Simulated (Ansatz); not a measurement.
Given:

```yaml
crystal:
  lattice:
    - [4.50067, 0.00000, 0.00000]
    - [0.00000, 4.50067, 0.00000]
    - [0.00000, 0.00000, 2.93404]
  atoms:
    - { symbol: Ge, position: [0.50000, 0.50000, 0.50000] }
    - { symbol: Ge, position: [0.00000, 0.00000, 0.00000] }
    - { symbol: O, position: [0.30577, 0.30577, 0.00000] }
    - { symbol: O, position: [0.69423, 0.69423, 0.00000] }
    - { symbol: O, position: [0.19423, 0.80577, 0.50000] }
    - { symbol: O, position: [0.80577, 0.19423, 0.50000] }
```

Space group of this cell: P4_2/mnm, rutile. The cell is strained (all lengths scaled by 1.02); by r2SCAN its mean pressure is -14.8 GPa.

Transport runs along the normal of the first two printed cell vectors, the (001) plane of the conventional cell.

The gap is the functional's own, uncorrected, and κ follows it; spin-orbit coupling is left out. Mid-gap values are interpolated between the computed energies.

Question: Estimate the band gap and the smallest decay constant κ at mid-gap that Ansatz (a program for electronic structure) with r2SCAN returns for this system.

Answer: Gap 1.59 eV on a 8×8×10 mesh; κ = 0.174 1/Å, at the zone centre.
